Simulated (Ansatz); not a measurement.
**Equation of state of W**

```cif
data_structure
_symmetry_space_group_name_H-M 'P 1'
_symmetry_Int_Tables_number 1
_cell_length_a 2.8709
_cell_length_b 2.8709
_cell_length_c 2.8709
_cell_angle_alpha 60.000
_cell_angle_beta 60.000
_cell_angle_gamma 60.000
_cell_volume 16.73
loop_
_atom_site_label
_atom_site_type_symbol
_atom_site_fract_x
_atom_site_fract_y
_atom_site_fract_z
_atom_site_occupancy
W1 W 0.00000 0.00000 0.00000 1
```

The runs use the primitive cell with vectors (0.000, 2.030, 2.030), (2.030, 0.000, 2.030), (2.030, 2.030, 0.000) Å, to which the k mesh refers.

The cell comes from COD entry 1534935, which wasn't checked; take it as a given geometry.

Spin–orbit coupling is left out, though it moves levels of the heavy atoms by tenths of an eV or more.

Levels of theory: DFT, PBE, all-electron LAPW, scalar-relativistic (Ansatz 0.2.0); DFT, PBE, PAW with Ansatz's default frozen-core files, scalar-relativistic (Ansatz 0.2.0).

For LAPW: a Γ-centred 14×14×14 k mesh, Fermi–Dirac smearing of 0.05 eV, basis error target 0.25 meV/atom, no spin polarisation. PAW takes a cutoff of 420 eV at this cell. The Ansatz runs share mesh, smearing and spin set-up. Plane-wave (PAW) pressures include the program's estimate of the Pulay term.

The cell above is scaled evenly, with fractional coordinates and shape held.

| V/V(cell) | V (Å³/atom) | P, LAPW (GPa) | P, PAW (GPa) |
| --- | --- | --- | --- |
| 0.9400 | 15.727 | 14.00 | 13.97 |
| 0.9500 | 15.894 | 10.50 | 10.45 |
| 0.9600 | 16.062 | 7.17 | 7.10 |
| 0.9750 | 16.313 | 2.48 | 2.40 |
| 0.9800 | 16.396 | 1.00 | 0.91 |
| 0.9900 | 16.564 | -1.85 | -1.95 |
| 1.0000 | 16.731 | -4.57 | -4.67 |
| 1.0100 | 16.898 | -7.14 | -7.25 |
| 1.0200 | 17.065 | -9.58 | -9.70 |
| 1.0250 | 17.149 | -10.76 | -10.88 |
| 1.0400 | 17.400 | -14.10 | -14.22 |
| 1.0500 | 17.567 | -16.18 | -16.30 |
| 1.0600 | 17.735 | -18.15 | -18.28 |

(1) What do Birch–Murnaghan fits to the pressures give?

## Answers

(1) LAPW: V0 = 16.45 Å³/atom, B0 = 283 GPa, B0′ = 4.1; PAW: V0 = 16.45 Å³/atom, B0 = 284 GPa, B0′ = 4.2.
